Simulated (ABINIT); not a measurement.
Input of an ABINIT 10.8.3 (patched build) run:

The input run.abi:

```
# Pseudopotentials
pp_dirpath "./"
pseudos "Mo.upf, Si.upf"

# Structure
acell 3*1.0
rprim
    -3.0154013195     3.0154013195     7.3874107000
     3.0154013195    -3.0154013195     7.3874107000
     3.0154013195     3.0154013195    -7.3874107000
ntypat 2
znucl 42 14
natom 3
typat 1 2 2
xred
     0.0000000000     0.0000000000     0.0000000000
     0.6647625500     0.6647625500     0.0000000000
     0.3352374500     0.3352374500     0.0000000000
chkprim 0
chksymtnons 0
tolsym 1.0e-6

# Plane-wave basis
ecut 40.0

# k points
kptopt 1
ngkpt 9 9 9
nshiftk 1
shiftk 0.0 0.0 0.0

# Exchange and correlation
ixc -116133

# Bands and occupations
nband 15
occopt 3
tsmear 0.00183747

# SCF cycle
nstep 100
tolvrs 1.0e-10

# Output
iomode 3
prtwf 0
prtden 0
prteig 0
prtebands 0
enunit 2
```

Potentials or basis: PseudoDojo NC SR PBEsol v0.4.1 standard.

The run is started by

```sh
$ mpirun --bind-to none -np 4 abinit run.abi > log 2>&1
```

Estimate the band gap on the k mesh.

none (metal or under the smearing width).

What does it give for the pressure?

0.0 GPa.
